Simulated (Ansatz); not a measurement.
Input and command of a plane-wave DFT calculation in Ansatz:

```yaml
crystal:
  lattice:
    - [3.0638392697, 0.0, 0.0]
    - [-1.5319196349, 2.6533626407, 0.0]
    - [0.0, 0.0, 26.2572642972]
  atoms:
    - { symbol: C, position: [0.3333333333, 0.6666666667, 0.2856352404] }
    - { symbol: Ti, position: [0.6666666667, 0.3333333333, 0.3332718537] }
    - { symbol: C, position: [0.0, 0.0, 0.3809084669] }
    - { symbol: Ti, position: [0.3333333333, 0.6666666667, 0.4285450801] }
    - { symbol: C, position: [0.6666666667, 0.3333333333, 0.4761816934] }
    - { symbol: Ti, position: [0.0, 0.0, 0.5238183066] }
    - { symbol: C, position: [0.3333333333, 0.6666666667, 0.5714549199] }
    - { symbol: Ti, position: [0.6666666667, 0.3333333333, 0.6190915331] }
    - { symbol: C, position: [0.0, 0.0, 0.6667281463] }
    - { symbol: Ti, position: [0.3333333333, 0.6666666667, 0.7143647596] }
basis:
  ecutwfc: 420
kpoints:
  mp_grid: { grid: [12, 12, 1] }
hamiltonian:
  xc: pbe
scf:
  occupations: { method: gaussian, width: 0.1 }
  max_iter: 89
output:
  forces: true
  stress: true
  eigenvalues: true
efield:
  axis: 3
  dipole_correction: true
  ramp_width: 0.04
  amplitude: -0.3
```

```bash
ansatz run input.yaml --threads 1 --pin off --max-ram 2560MiB --backend cpu --events-out ev --progress --plain --runs-dir out
```

Processor: Intel(R) Xeon(R) Platinum 8488C (Sapphire Rapids), 1 thread, on a host shared with other jobs.

Problem. How long does it run, and how much memory does it take?

Solution. About 54 s on 1 thread of Intel(R) Xeon(R) Platinum 8488C (Sapphire Rapids), with other jobs on the host, peak memory 0.5 GiB. It solves 50 bands at 19 k points (the mesh reduced by symmetry) with about 4167 plane waves, in 15 SCF iterations.
